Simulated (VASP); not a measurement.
ZrC: relaxation of cell and atoms with PBEsol

ZrC:

```xyz
2
Lattice="0.0000 2.3650 2.3650 2.3650 0.0000 2.3650 2.3650 2.3650 0.0000" Properties=species:S:1:pos:R:3 pbc="T T T"
Zr    2.3650    2.3650    2.3650
C     0.0000    0.0000    0.0000
```

* Program: VASP 6.6.1
* Task: relaxation of cell and atoms
* Functional: PBEsol
* Potentials or basis: VASP PAW PBE potentials, release 64 (Zr_sv, C)
* Cutoff: 600 eV
* k mesh: 10 × 10 × 10
* Occupations: fermi-dirac, width 0.05 eV
* Spin: no spin polarisation
* Further INCAR settings: ALGO = Fast; EDIFF = 1e-06; IBRION = 2; EDIFFG = -0.01; NSW = 60; ISIF = 3

```json
{
  "Relaxed volume": "12.74 Å³/atom",
  "Relaxed cell": "a = 3.303 Å, b = 3.303 Å, c = 3.303 Å, α = 60.00°, β = 60.00°, γ = 60.00°",
  "Space group after relaxing (to 0.05 Å)": "Fm-3m (No. 225)",
  "Energy gained by relaxing": "13.0 meV/atom",
  "Ionic steps": "4",
  "Pressure after relaxing": "0.0 GPa",
  "Band gap on the k mesh": "none (metal or under the smearing width)"
}
```

Step by step:
```
step  energy change (eV)  largest force (eV/Å)  pressure (GPa)  volume (Å³)
   1              0.0000                0.0000           -8.24        26.46
   2              0.0500                0.0000           16.67        23.94
   3             -0.0260                0.0000           -0.15        25.49
   4             -0.0260                0.0000           -0.01        25.48
```

Final structure:
```cif
data_structure
_symmetry_space_group_name_H-M 'P 1'
_symmetry_Int_Tables_number 1
_cell_length_a 3.3028
_cell_length_b 3.3028
_cell_length_c 3.3028
_cell_angle_alpha 60.000
_cell_angle_beta 60.000
_cell_angle_gamma 60.000
_cell_volume 25.48
loop_
_atom_site_label
_atom_site_type_symbol
_atom_site_fract_x
_atom_site_fract_y
_atom_site_fract_z
_atom_site_occupancy
Zr1 Zr 0.50000 0.50000 0.50000 1
C1 C 0.00000 0.00000 0.00000 1
```

Levels at points of the mesh, in eV from the Fermi level:
| k point | band 6 | band 7 | band 8 | band 9 | band 10 | band 11 |
| --- | --- | --- | --- | --- | --- | --- |
| (0.00, 0.00, 0.00) | 0.95 | 0.95 | 0.95 | 1.05 | 1.05 | 1.05 |
| (0.50, 0.00, 0.00) | -5.42 | -3.02 | -3.02 | 4.59 | 4.59 | 5.44 |
| (0.50, 0.50, 0.00) | -2.04 | -1.89 | 0.08 | 0.08 | 4.56 | 5.80 |

Wall time 87 s on 1 thread of Intel(R) Xeon(R) Platinum 8488C (Sapphire Rapids), with other jobs on the host, peak memory 0.18 GiB.

Caveat: the PAW data sets were made with another functional, which shifts forces and pressure a little.
